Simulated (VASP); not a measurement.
# Mg7Se8 (a cell with a defect) in VASP: a series of runs

Runs on Mg7Se8 (a cell with a defect). Level: PBE. Tasks: single point.

Everything below comes from runs of VASP 6.6.1. Logs are shortened: lines on timing, memory, paths and dates and some standing lists are left out, and cuts for length are marked.

### Step 1. The structure

The cell holds a defect, 15 atoms: a = 7.717 Å, b = 7.717 Å, c = 7.717 Å, α = 60.00°, β = 60.00°, γ = 60.00°.

### Step 2. Single point, PBE

Input file INCAR:

```
SYSTEM = Mg7Se8
  PREC = Accurate
  ENCUT = 520
  EDIFF = 1E-6
  ISMEAR = -1
  SIGMA = 0.05
  LREAL = Auto
  LASPH = .True.
  NELM = 80
  ALGO = Normal
  ISIF = 2
  LWAVE = .False.
  LCHARG = .False.
  GGA = PE
  NBANDS = 44
```

Input file KPOINTS:

```
regular mesh
0
Gamma
  2 2 2
  0 0 0
```

Input file POSCAR:

```
Mg7Se8
1.0
    0.0000000000      5.4566280000      5.4566280000
    5.4566280000      0.0000000000      5.4566280000
    5.4566280000      5.4566280000      0.0000000000
Mg Se
7 8
Direct
   -0.0002962452      0.0001127986      0.0009415155
    0.0002263303      0.0000069640      0.5010150958
   -0.0003026594      0.5004892215      0.0009259381
   -0.0000798112      0.4999260532      0.5011709613
    0.4994371982      0.0005048906      0.5010233426
    0.4997034799      0.5001475270      0.0012029407
    0.4995537537      0.5002730624      0.5011725190
    0.2495043642      0.2504096852      0.2513124406
    0.2495446822      0.2502172587      0.7511273446
    0.2494243698      0.7496961493      0.2515088073
    0.2499762674      0.7498342383      0.7512858674
    0.7498441345      0.2502872653      0.2511584994
    0.7500376606      0.2502080955      0.7510399280
    0.7500723890      0.7498018923      0.2516107017
    0.7500135615      0.7498326805      0.7509315277
```

Potentials or basis: VASP PAW PBE potentials, release 64 (Mg, Se).

Started as:

```
> cat potpaw_PBE.64/Mg/POTCAR potpaw_PBE.64/Se/POTCAR > POTCAR
> mpirun -np 1 vasp_std > vasp.out
```

OUTCAR:

```text
SYSTEM = Mg7Se8
   PREC = Accurate
   ENCUT = 520
   EDIFF = 1E-6
   ISMEAR = -1
   LREAL = Auto
   LASPH = .True.
   NELM = 80
   ISIF = 2
   GGA = PE

 ion  position               nearest neighbor table
   1  1.000  0.000  0.001-  13 2.73  11 2.73  14 2.73   9 2.73  10 2.73  12 2.73
   2  0.000  0.000  0.501-   8 2.73  10 2.73  11 2.73  13 2.73  12 2.73  15 2.73
   3  1.000  0.500  0.001-  11 2.73  15 2.73  14 2.73  12 2.73   9 2.73   8 2.73
   4  1.000  0.500  0.501-  10 2.72   8 2.72  14 2.73   9 2.73  13 2.73  15 2.73
   5  0.499  0.001  0.501-   8 2.73   9 2.73  14 2.73  11 2.73  12 2.73  15 2.73
   6  0.500  0.500  0.001-  11 2.73  10 2.73   8 2.73  15 2.73  12 2.73  13 2.73
   7  0.500  0.500  0.501-  11 2.73  10 2.73  12 2.73  14 2.73   9 2.73  13 2.73
   8  0.250  0.250  0.251-   4 2.72   5 2.73   2 2.73   6 2.73   3 2.73
   9  0.250  0.250  0.751-   4 2.73   5 2.73   1 2.73   7 2.73   3 2.73
  10  0.249  0.750  0.252-   4 2.72   7 2.73   2 2.73   6 2.73   1 2.73
  11  0.250  0.750  0.751-   3 2.73   6 2.73   7 2.73   1 2.73   2 2.73   5 2.73
  12  0.750  0.250  0.251-   7 2.73   3 2.73   6 2.73   5 2.73   2 2.73   1 2.73
  13  0.750  0.250  0.751-   1 2.73   4 2.73   6 2.73   2 2.73   7 2.73
  14  0.750  0.750  0.252-   4 2.73   1 2.73   3 2.73   7 2.73   5 2.73
  15  0.750  0.750  0.751-   4 2.73   3 2.73   6 2.73   2 2.73   5 2.73

  LATTYP: Found a face centered cubic cell.
 ALAT       =    10.9132560000

  Lattice vectors:

 A1 = (   0.0000000000,   5.4566280000,   5.4566280000)
 A2 = (   5.4566280000,   0.0000000000,   5.4566280000)
 A3 = (   5.4566280000,   5.4566280000,   0.0000000000)

Analysis of symmetry for initial positions (statically):
=====================================================================
 Subroutine PRICEL returns:
 Original cell was already a primitive cell.

 Routine SETGRP: Setting up the symmetry group for a
 face centered cubic supercell.

 Subroutine GETGRP returns: Found  1 space group operations
 (whereof  1 operations were pure point group operations)
 out of a pool of 48 trial point group operations.

The static configuration has the point symmetry C_1 .

Analysis of symmetry for dynamics (positions and initial velocities):
=====================================================================
 Subroutine PRICEL returns:
 Original cell was already a primitive cell.

 Routine SETGRP: Setting up the symmetry group for a
 face centered cubic supercell.

[... 125 lines left out ...]
   NUPDOWN=      -1.0000    fix difference up-down
   EMIN   =  10.00;   EMAX   =-10.00  energy-range for DOS
   EFERMI =   0.00;   METHOD = LEGACY
   ISMEAR =    -1;   SIGMA  =   0.05  broadening in eV -4-tet -1-fermi 0-gaus
   EFERMI_NEDOS =   21; number of points for ismear=-14 and -15
   IALGO  =     38    algorithm
   IMIX   =      4    mixing-type and parameters
     AMIX     =   0.40;   BMIX     =  1.00
     AMIX_MAG =   1.60;   BMIX_MAG =  1.00
  volume/ion in A,a.u.               =      21.66       146.19
  Fermi-wavevector in a.u.,A,eV,Ry     =   0.942478  1.781024 12.085566  0.888264
  Thomas-Fermi vector in A             =   2.070091
   LORBIT       =      0    0 simple, 1 ext, 2 COOP (PROOUT), +10 PAW based schemes
   GGA     = PE    functional components
[... 5 lines left out ...]
 non-spin polarized calculation
  energy-cutoff  :      520.00
  volume of cell :      324.94
 maximum number of plane-waves:      8801
 NGX is ok and might be reduce to    60
   NGX = 29   NGY = 29   NGZ = 29

 number of electron      62.0000005 magnetization

 Free energy of the ion-electron system (eV)
  ---------------------------------------------------
  ext. energy  EPLUGINS =         0.00000000
  ---------------------------------------------------
  free energy    TOTEN  =       -53.89193108 eV

  energy without entropy =      -53.75554803  energy(sigma->0) =      -53.82373955

 E-fermi :   2.6696     XC(G=0):  -9.2322

 val. band max:        2.6405940742   @ k =   0.5000   0.5000   0.0000
 cond. band min:       2.6947442111   @ k =   0.0000   0.0000   0.0000
 fundamental gap:      0.0541501370
 Fermi energy:         2.6695668298

 k-point     1 :       0.0000    0.0000    0.0000
  band No.  band energies     occupation
      1     -10.1478      2.00000
      2      -9.2730      2.00000
      3      -8.9912      2.00000
      4      -8.9912      2.00000
      5      -8.9911      2.00000
      6      -8.8465      2.00000
[... 357 lines left out ...]
     42       8.6021      0.00000
     43       9.5176      0.00000
 [bands above 43 left out]

------------------------ aborting loop because EDIFF is reached ----------------------------------------

  FORCE on cell =-STRESS in cart. coord.  units (eV):
  Direction    XX          YY          ZZ          XY          YZ          ZX
  --------------------------------------------------------------------------------------
  -------------------------------------------------------------------------------------
  Total        1.6187918      1.6180135      1.6270580     -0.0043410     -0.0002187      0.0014646
  in kB        7.9817577      7.9779200      8.0225158     -0.0214041     -0.0010784      0.0072214
  external PRESSURE =       7.9940645 kB  Pullay stress =       0.0000000 kB

 VOLUME and BASIS-vectors are now :
 -----------------------------------------------------------------------------
  energy-cutoff  :      520.00
  volume of cell :      324.94
      direct lattice vectors                 reciprocal lattice vectors
     0.000000000  5.456628000  5.456628000    -0.091631682  0.091631682  0.091631682
     5.456628000  0.000000000  5.456628000     0.091631682 -0.091631682  0.091631682
     5.456628000  5.456628000  0.000000000     0.091631682  0.091631682 -0.091631682

 POSITION                                       TOTAL-FORCE (eV/Angst)
 -----------------------------------------------------------------------------------
      0.00575      5.46015      5.45563         0.005584      0.004395     -0.000263
      2.73389      2.73509      0.00127         0.001510     -0.006006     -0.004958
      2.73604      5.46003      8.18596        -0.000494      0.002432     -0.006363
      5.46261      8.19090      8.18410         0.001631     -0.000075     -0.002053
      2.73665      5.45914      2.72800        -0.003084      0.006335      0.003482
      2.73568      2.73326      5.45582        -0.002423      0.005055      0.001425
      5.46452      5.46059      5.45568        -0.005821      0.003754      0.000720
      2.73771      2.73277      2.72784         0.004061      0.001708     -0.000637
      5.46397      5.46030      2.72702        -0.002088     -0.004391      0.000956
      5.46320      2.73341      5.45183         0.004221     -0.000002     -0.001851
      8.19105      5.46352      5.45559         0.002315     -0.004713      0.003491
      2.73620      5.46210      5.45734        -0.001090      0.001145     -0.003853
      5.46344      8.19082      5.45797        -0.002847     -0.002435      0.004859
      5.46434      5.46581      8.18426         0.003810      0.001409      0.000065
      8.18911      8.19010      8.18410        -0.005286     -0.008611      0.004980
 -----------------------------------------------------------------------------------
    total drift:                                0.023267      0.016839     -0.001585

  FREE ENERGIE OF THE ION-ELECTRON SYSTEM (eV)
  ---------------------------------------------------
  free  energy   TOTEN  =       -53.8919310757 eV

  energy  without entropy=      -53.7555480271  energy(sigma->0) =      -53.82373955
```

OSZICAR:

```text
N       E                     dE             d eps       ncg     rms          rms(c)
DAV:   1     0.287844398837E+03    0.28784E+03   -0.23600E+04   704   0.116E+03
DAV:   2    -0.253728253086E+02   -0.31322E+03   -0.29756E+03   904   0.177E+02
DAV:   3    -0.551905913464E+02   -0.29818E+02   -0.29512E+02   864   0.589E+01
DAV:   4    -0.556823745868E+02   -0.49178E+00   -0.48959E+00   840   0.856E+00
DAV:   5    -0.556893568190E+02   -0.69822E-02   -0.69800E-02   840   0.106E+00    0.752E+00
DAV:   6    -0.541790178829E+02    0.15103E+01   -0.23446E+00   816   0.413E+00    0.489E+00
DAV:   7    -0.538946052667E+02    0.28441E+00   -0.12793E+00   832   0.319E+00    0.204E+00
DAV:   8    -0.538924033910E+02    0.22019E-02   -0.63615E-02   792   0.859E-01    0.250E-01
DAV:   9    -0.538917528553E+02    0.65054E-03   -0.91422E-03   848   0.248E-01    0.181E-01
DAV:  10    -0.538918224006E+02   -0.69545E-04   -0.78129E-04   816   0.949E-02    0.976E-02
DAV:  11    -0.538919307814E+02   -0.10838E-03   -0.33917E-04   792   0.668E-02    0.375E-02
DAV:  12    -0.538919303806E+02    0.40083E-06   -0.82122E-05   864   0.248E-02    0.120E-02
DAV:  13    -0.538919310843E+02   -0.70377E-06   -0.10811E-05   816   0.988E-03    0.790E-03
DAV:  14    -0.538919310757E+02    0.86670E-08   -0.32899E-06   496   0.557E-03
   1 F= -.53891931E+02 E0= -.53823740E+02  d E =-.136383E+00
```

stdout:

```text
POSCAR found type information on POSCAR MgSe
 POSCAR found :  2 types and      15 ions
 scaLAPACK will be used
 LDA part: xc-table for (Slater+PW92), standard interpolation
 POSCAR, INCAR and KPOINTS ok, starting setup
 FFT: planning ... GRIDC
 FFT: planning ... GRID_SOFT
 FFT: planning ... GRID
 WAVECAR not read
 entering main loop
```

Run time: 6.4 min. Hardware: 1 thread of Intel Xeon Platinum 8488C (Sapphire Rapids), shared host; peak memory 0.47 GiB.

What came out:

```
Free energy            : -53.8919 eV
Pressure               : 0.8 GPa
Largest force          : 0.011 eV/Å
Band gap on the k mesh : none (metal or under the smearing width)
```

Forces in eV/Å, atoms in the order of the input:
```
Mg   0.006  0.004  0.000
Mg   0.002 -0.006 -0.005
Mg   0.000  0.002 -0.006
Mg   0.002  0.000 -0.002
Mg  -0.003  0.006  0.003
Mg  -0.002  0.005  0.001
Mg  -0.006  0.004  0.001
Se   0.004  0.002 -0.001
Se  -0.002 -0.004  0.001
Se   0.004  0.000 -0.002
Se   0.002 -0.005  0.003
Se  -0.001  0.001 -0.004
Se  -0.003 -0.002  0.005
Se   0.004  0.001  0.000
Se  -0.005 -0.009  0.005
```

Levels at points of the mesh, in eV from the Fermi level:
```tsv
k point	band 30	band 31	band 32	band 33	band 34	band 35
(0.00, 0.00, 0.00)	0.19	0.19	0.19	1.82	1.82	2.41
(0.50, 0.00, 0.00)	-0.09	-0.07	-0.07	3.55	3.55	3.67
(0.00, 0.50, 0.00)	-0.09	-0.07	-0.07	3.55	3.55	3.67
(0.00, 0.00, 0.50)	-0.09	-0.07	-0.07	3.55	3.55	3.67
(0.50, 0.50, 0.50)	-0.09	-0.07	-0.07	3.55	3.55	3.67
(0.50, 0.50, 0.00)	-0.51	-0.51	-0.03	4.19	4.26	4.53
(0.00, 0.50, 0.50)	-0.51	-0.51	-0.03	4.19	4.26	4.53
(0.50, 0.00, 0.50)	-0.51	-0.51	-0.03	4.19	4.26	4.53
```

Caveat: the k mesh is coarse (spacing up to 0.50 Å⁻¹), so the values aren't converged.

### Step 3. Single point, PBE

Input file INCAR:

```
PREC = Accurate
ENCUT = 520
EDIFF = 1E-6
ISMEAR = -1
SIGMA = 0.05
LREAL = Auto
LASPH = True
NELM = 100
ALGO = Fast
ISIF = 2
LWAVE = False
LCHARG = True
GGA = PE
LELF = True
LVHAR = True
NBANDS = 44
```

Input file KPOINTS:

```
regular mesh
0
Gamma
  2 2 2
```

Input file POSCAR:

```
Mg7Se8
1.0
    0.0000000000      5.4566280000      5.4566280000
    5.4566280000      0.0000000000      5.4566280000
    5.4566280000      5.4566280000      0.0000000000
Mg Se
7 8
Direct
    0.0013511091      0.0245729597     -0.0265520208
   -0.0149395378      0.0002542779      0.5107219147
    0.0211950494      0.4919984467     -0.0017537388
   -0.0043889743      0.4856856652      0.5238130582
    0.5046772476      0.0002547361      0.5107236557
    0.4892753363      0.4919977136     -0.0017553881
    0.5146789372      0.6067966334      0.3645664502
    0.2505927653      0.2390356279      0.2604906363
    0.2571203315      0.2494872291      0.7500652418
    0.2070591948      0.7656237515      0.2467133548
    0.2643655569      0.7421080382      0.7298625635
    0.7385908477      0.2692891104      0.2542439213
    0.7440496219      0.2494822810      0.7500635924
    0.7813243820      0.7656245762      0.2467099645
    0.7406482538      0.7436543228      0.7757723268
```

Potentials or basis: VASP PAW PBE potentials, release 64 (Mg, Se).

Started as:

```
> cat potpaw_PBE.64/Mg/POTCAR potpaw_PBE.64/Se/POTCAR > POTCAR
> mpirun -np 1 vasp_std > vasp.out
```

OUTCAR:

```text
PREC = Accurate
   ENCUT = 520
   EDIFF = 1E-6
   ISMEAR = -1
   LREAL = Auto
   LASPH = True
   NELM = 100
   ISIF = 2
   GGA = PE

 ion  position               nearest neighbor table
   1  0.001  0.025  0.973-   9 2.63  13 2.63  10 2.63  14 2.63  12 2.87  11 2.87   4 3.51
   2  0.985  0.000  0.511-  13 2.67  11 2.73  10 2.73  15 2.74  12 2.75   8 2.75
   3  0.021  0.492  0.998-   9 2.68   8 2.69  11 2.70  15 2.75  12 2.77  14 2.86   7 3.47   6 3.61

   4  0.996  0.486  0.524-   9 2.67  13 2.67  10 2.71  14 2.71  15 2.78   8 2.78   1 3.51
   5  0.505  0.000  0.511-   9 2.67  11 2.73  14 2.73  15 2.74  12 2.75   8 2.75
   6  0.489  0.492  0.998-  13 2.68   8 2.69  11 2.70  15 2.75  12 2.77  10 2.86   7 3.47   3 3.61

   7  0.515  0.607  0.365-  14 2.47  10 2.47  12 2.60  11 2.87   3 3.47   6 3.47
   8  0.251  0.239  0.260-   3 2.69   6 2.69   2 2.75   5 2.75   4 2.78
   9  0.257  0.249  0.750-   1 2.63   4 2.67   5 2.67   3 2.68
  10  0.207  0.766  0.247-   7 2.47   1 2.63   4 2.71   2 2.73   6 2.86
  11  0.264  0.742  0.730-   3 2.70   6 2.70   2 2.73   5 2.73   7 2.87   1 2.87
  12  0.739  0.269  0.254-   7 2.60   2 2.75   5 2.75   3 2.77   6 2.77   1 2.87
  13  0.744  0.249  0.750-   1 2.63   4 2.67   2 2.67   6 2.68
  14  0.781  0.766  0.247-   7 2.47   1 2.63   4 2.71   5 2.73   3 2.86
  15  0.741  0.744  0.776-   2 2.74   5 2.74   3 2.75   6 2.75   4 2.78

  LATTYP: Found a face centered cubic cell.
 ALAT       =    10.9132560000

  Lattice vectors:

 A1 = (   0.0000000000,   5.4566280000,   5.4566280000)
 A2 = (   5.4566280000,   0.0000000000,   5.4566280000)
 A3 = (   5.4566280000,   5.4566280000,   0.0000000000)

Analysis of symmetry for initial positions (statically):
=====================================================================
 Subroutine PRICEL returns:
 Original cell was already a primitive cell.

 Routine SETGRP: Setting up the symmetry group for a
 face centered cubic supercell.

[... 164 lines left out ...]
   NGX = 29   NGY = 29   NGZ = 29

 number of electron      62.0000000 magnetization

 Free energy of the ion-electron system (eV)
  ---------------------------------------------------
  ext. energy  EPLUGINS =         0.00000000
  ---------------------------------------------------
  free energy    TOTEN  =       -53.33170275 eV

  energy without entropy =      -53.21520036  energy(sigma->0) =      -53.27345156

 E-fermi :   2.6764     XC(G=0):  -9.2259

 val. band max:        2.6638428650   @ k =   0.5000   0.0000   0.5000
 cond. band min:       2.7244481819   @ k =   0.5000   0.0000   0.0000
 fundamental gap:      0.0606053170
 Fermi energy:         2.6763855511

 k-point     1 :       0.0000    0.0000    0.0000
  band No.  band energies     occupation
      1     -10.1725      2.00000
      2      -9.2292      2.00000
      3      -9.1485      2.00000
      4      -8.9981      2.00000
      5      -8.9637      2.00000
      6      -8.8234      2.00000
[... 357 lines left out ...]
     42       8.5368      0.00000
     43       9.1841      0.00000
 [bands above 43 left out]

------------------------ aborting loop because EDIFF is reached ----------------------------------------

  FORCE on cell =-STRESS in cart. coord.  units (eV):
  Direction    XX          YY          ZZ          XY          YZ          ZX
  --------------------------------------------------------------------------------------
  -------------------------------------------------------------------------------------
  Total        0.8316006      5.2145394      5.2194963     -0.1353350      1.5005807      0.1384444
  in kB        4.1003633     25.7112682     25.7357092     -0.6672946      7.3988957      0.6826263
  external PRESSURE =      18.5157802 kB  Pullay stress =       0.0000000 kB

 VOLUME and BASIS-vectors are now :
 -----------------------------------------------------------------------------
  energy-cutoff  :      520.00
  volume of cell :      324.94
      direct lattice vectors                 reciprocal lattice vectors
     0.000000000  5.456628000  5.456628000    -0.091631682  0.091631682  0.091631682
     5.456628000  0.000000000  5.456628000     0.091631682 -0.091631682  0.091631682
     5.456628000  5.456628000  0.000000000     0.091631682  0.091631682 -0.091631682

 POSITION                                       TOTAL-FORCE (eV/Angst)
 -----------------------------------------------------------------------------------
      5.44583      5.31912      0.14146        -0.043549     -0.043434      0.042943
      2.78821      8.16193      5.37650        -0.028783     -0.027779      0.008511
      8.13171      5.56271      2.80031         0.054578     -0.067004     -0.021148
      5.50846      8.29093      8.08288         0.002186     -0.060356      0.060193
      2.78822      5.54067      2.75523        -0.028877     -0.008609      0.027073
      8.13170      8.11684      5.35444         0.054646      0.020726      0.067224
      5.30037      4.79771      6.11947         0.349894      0.506667     -0.507224
      2.72573      2.78879      2.67172         0.022171     -0.008432      0.006625
      5.45419      5.49584      2.76437         0.015095     -0.052553      0.017578
      5.52395      2.47607      5.30757        -0.099899     -0.049870      0.110393
      8.03200      5.42513      5.49195        -0.100150     -0.041165      0.040487
      2.85672      5.41753      5.49963        -0.054515     -0.007624      0.007711
      5.45415      8.15282      5.42133         0.014006     -0.014993      0.055640
      5.52393      5.60960      8.44112        -0.100153     -0.112673      0.051050
      8.29095      8.27454      8.09929        -0.056649     -0.032903      0.032945
 -----------------------------------------------------------------------------------
    total drift:                                0.003014      0.014097     -0.009510

  FREE ENERGIE OF THE ION-ELECTRON SYSTEM (eV)
  ---------------------------------------------------
  free  energy   TOTEN  =       -53.3317027537 eV

  energy  without entropy=      -53.2152003601  energy(sigma->0) =      -53.27345156
```

Wall time 3.3 min (1 thread of Intel Xeon Platinum 8488C (Sapphire Rapids), shared host); peak memory 0.48 GiB.

Results:

- Free energy: -53.3317 eV
- Pressure: 1.9 GPa
- Largest force: 0.798 eV/Å
- Band gap on the k mesh: none (metal or under the smearing width)

Forces on the atoms (eV/Å):
```
Mg  -0.044 -0.043  0.043
Mg  -0.029 -0.028  0.009
Mg   0.055 -0.067 -0.021
Mg   0.002 -0.060  0.060
Mg  -0.029 -0.009  0.027
Mg   0.055  0.021  0.067
Mg   0.350  0.507 -0.507
Se   0.022 -0.008  0.007
Se   0.015 -0.053  0.018
Se  -0.100 -0.050  0.110
Se  -0.100 -0.041  0.040
Se  -0.055 -0.008  0.008
Se   0.014 -0.015  0.056
Se  -0.100 -0.113  0.051
Se  -0.057 -0.033  0.033
```

Caveat: the k mesh is coarse (spacing up to 0.50 Å⁻¹), so the values aren't converged.
